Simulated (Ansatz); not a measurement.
# The perfect armchair graphene nanoribbon (N = 12, H edges), part 4 of 4

Wanted: the relaxed geometry and the bands of the armchair graphene nanoribbon (N = 12, H edges).

Ansatz 0.2.0; DFT PBE, plane waves, PAW; relaxation of a wire's period (the session's first sound run).

So far, band gap (eV): step 3 (the perfect wire, PBE) 0.607; step 5 (PBEsol PBE, k-mesh 1×1×14) 0.605; step 6 (r2SCAN PBE, cutoff 500 eV, k-mesh 1×1×14) 0.653; step 8 (relaxing the atoms, period over the relaxed period 0.94, k-mesh …, PBE) 0.132; step 9 (relaxing the atoms, period over the relaxed period 0.97, k-mesh …, PBE) 0.281.

## (10) A repeat with changed settings: scf.lower_state_search = "off"

This step: DFT LDA, plane waves, PAW; bands of a perfect wire at the PBE geometry; changed: scf.lower_state_search = "off" (Ansatz 0.2.0).

The atoms of the band run (LDA) are kept and the input is varied, to see whether the result depends on it.

Input file input.yaml:

```yaml
crystal:
  lattice:
    - [22.381, 0.0, 0.0]
    - [0.0, 7.0, 0.0]
    - [0.0, 0.0, 4.2901183453]
  atoms:
    - { symbol: C, position: [0.198434903, 0.5, 0.006819974] }
    - { symbol: C, position: [0.307158798, 0.5, 0.99996511] }
    - { symbol: C, position: [0.417438333, 0.5, 0.99950343] }
    - { symbol: C, position: [0.52760606, 0.5, 0.000246109] }
    - { symbol: C, position: [0.637501098, 0.5, 0.000604815] }
    - { symbol: C, position: [0.747798851, 0.5, 0.998692931] }
    - { symbol: C, position: [0.198434903, 0.5, 0.326513359] }
    - { symbol: C, position: [0.307158798, 0.5, 0.333368223] }
    - { symbol: C, position: [0.417438333, 0.5, 0.333829903] }
    - { symbol: C, position: [0.52760606, 0.5, 0.333087225] }
    - { symbol: C, position: [0.637501098, 0.5, 0.332728518] }
    - { symbol: C, position: [0.747798851, 0.5, 0.334640403] }
    - { symbol: H, position: [0.844352421, 0.5, 0.386774332] }
    - { symbol: H, position: [0.155647579, 0.5, 0.446559001] }
    - { symbol: C, position: [0.252201149, 0.5, 0.498692931] }
    - { symbol: C, position: [0.362498902, 0.5, 0.500604815] }
    - { symbol: C, position: [0.47239394, 0.5, 0.500246109] }
    - { symbol: C, position: [0.582561667, 0.5, 0.49950343] }
    - { symbol: C, position: [0.692841202, 0.5, 0.49996511] }
    - { symbol: C, position: [0.801565097, 0.5, 0.506819974] }
    - { symbol: C, position: [0.252201149, 0.5, 0.834640403] }
    - { symbol: C, position: [0.362498902, 0.5, 0.832728518] }
    - { symbol: C, position: [0.47239394, 0.5, 0.833087225] }
    - { symbol: C, position: [0.582561667, 0.5, 0.833829903] }
    - { symbol: C, position: [0.692841202, 0.5, 0.833368223] }
    - { symbol: C, position: [0.801565097, 0.5, 0.826513359] }
    - { symbol: H, position: [0.155647579, 0.5, 0.886774332] }
    - { symbol: H, position: [0.844352421, 0.5, 0.946559001] }
kpoints:
  mp_grid: { grid: [1, 1, 14] }
  band_path: { path: ["Γ", Z], npoints: 50 }
scf:
  occupations: { method: fermi_dirac, width: 0.05 }
  lower_state_search: "off"
hamiltonian:
  xc: lda
```

Command:

```console
> ansatz run input.yaml --threads 8 --pin off --max-ram 16384MiB --backend cpu --events-out ev --progress --plain --runs-dir out
```

Numbers of over 12 decimals in the logs are rounded to 6 here.

The log of the run:

```text
[...]
Crystal: 28 atoms, lattice volume = 672.120 Å³
Basis set: ecut = 420 eV, 13167 PW (Γ)
Bands: 78, of which v1, the nominal top of the filled ones, is band 50 counted from 1 (49 counted from 0)
Symmetry: 8 space group operations
[...]
k-points: 8 of 14
[...]
SCF iter   1: F=—  HF=-5892.490122 eV  |F-HF|=—  |Δ(HF+E_count)|=         —  Δρ=4.59e-3  dr2=1.91e-1  ethr=1.77e-3  ⟨swp⟩=9.8  Hψ=3703  notcnv=0  defer=114
[...]
SCF iter   8: F=-5892.454943 eV  HF=-5892.454943 eV  |F-HF|=7.19e-8  |Δ(HF+E_count)|=   3.50e-7  Δρ=3.60e-6  dr2=9.34e-8  ethr=1.00e-10  ⟨swp⟩=24.2  Hψ=4971  notcnv=0
SCF 1 converged in 8 iterations: F = -5892.454943 eV  dr2 = 9.34e-8
[...]
SCF converged after 8 iterations
Free energy (F): -5892.454943 eV
[...]
Internal energy: -5892.454695 eV  (E = F + TS)
E sigma→0 (E₀):  -5892.454819 eV
Entropy (-TS):   -0.000248 eV (-0.009 meV/atom)
Fermi energy:    -0.628364 eV
[...]
--- Band table (eV; the first three rows and the last of 8) ---
  k-point 0: bands = [... 46 lower, -2.4516, -1.8101, -1.4783, -0.9283, -0.3284, 0.2420, 0.4453, 0.8524, ... 24 higher]
  k-point 1: bands = [... 46 lower, -2.6515, -2.0475, -1.5743, -1.3292, 0.0653, 0.3106, 0.6977, 1.0878, ... 24 higher]
  k-point 2: bands = [... 46 lower, -2.7402, -2.5716, -1.9254, -1.8285, 0.4895, 0.6435, 1.2667, 1.4043, ... 24 higher]
  k-point 7: bands = [... 46 lower, -3.8011, -3.8011, -3.1098, -3.1098, 1.2407, 1.2407, 2.1684, 2.1684, ... 24 higher]
```

Wall time 24 s (8 threads of Arm Neoverse V1, shared host); peak memory 2.8 GiB; 3 min of CPU time.

Numbers from this step:

```
energy at zero smearing : -5892.4548 eV
band gap                : 0.5999 eV
```

It took 24 s against 25 s for the run it varies.

The band gap stays within 0.2 % plus 0.001 of the run it varies.

Against step 4 (now other search for a lower state), the band gap stays at 0.600 eV and the free energy stays within 0.05 meV an atom.

## (11) The same system on other settings

This step: DFT LDA, plane waves, PAW; bands of a perfect wire at the PBE geometry; changed: magnetization = {"spin_polarized": true, "spin_orbit": true}, hamiltonian.pseudopotentials = {"kind": "nc"}, scf.max_iter = 60 (Ansatz 0.2.0).

The input of the band run (LDA) is made doubtful on purpose.

Edit input.yaml of step 10 so:

```diff
@@ -39,4 +39,8 @@
   occupations: { method: fermi_dirac, width: 0.05 }
-  lower_state_search: "off"
+  max_iter: 60
 hamiltonian:
   xc: lda
+  pseudopotentials: { kind: nc }
+magnetization:
+  spin_polarized: true
+  spin_orbit: true
```

The log of the run:

```text
Error: 2 input errors — fix all and re-run
  1. inconsistent input (magnetization.spin_orbit, magnetization.noncollinear): true requires noncollinear: true — spin–orbit coupling acts on 2-spinor wavefunctions; set both flags
  2. inconsistent input (magnetization.spin_orbit, hamiltonian.pseudopotentials.kind): true requires a fully-relativistic hamiltonian.pseudopotentials.kind (nc_fr or paw_fr), or kind: all_electron without datasets and azcp, which then solves Dirac's equation on LAPW. paw_fr resolves this project's PAW files (source: ansatz) by j as it reads them
```

Elapsed: 0.02 s, on 8 threads; peak memory 0.031 GiB.

The input was rejected at the start.

The program's message: “Error: 2 input errors — fix all and re-run”

The change that led to it: magnetization and hamiltonian.pseudopotentials = {"kind": "nc"}.

## (12) Summary of results

| Property | Result |
| --- | --- |
| cell length, PBE | 4.290 Å |
| gap, PBE | 0.607 eV |
| gap, LDA | 0.600 eV |
| gap, PBEsol | 0.605 eV |
| gap, r2SCAN | 0.653 eV |
| gap, period scaled by 0.94 | 0.132 eV |
| gap, period scaled by 0.97 | 0.281 eV |

**Reading.** Under PBE the cell's length is 4.29 Å, and a gap of 0.61 eV makes it a semiconductor. At the relaxed period the wire is gapped under every functional, from 0.60 eV (LDA) to 0.65 eV (r2SCAN). Weak screening in one dimension makes quasiparticle gaps larger than the semilocal gaps, as a rule. Strain matters: under PBE the gap goes from 0.61 eV to 0.132 eV at 0.94 times the period and 0.281 eV at 0.97 times the period. Where the gap is under about 0.35 eV, the smearing of 0.05 eV partly fills the band edges in the SCF.

[Logs are printed without paths, hosts, clocks, repeated set-up lines and the standing remarks that a program may print on its own settings, such as how far it seeks lower states.]

[Hosts, paths, dates, database ids (printed as entryN), source tags and the programs' standing remarks are cut or masked in the printed files.]
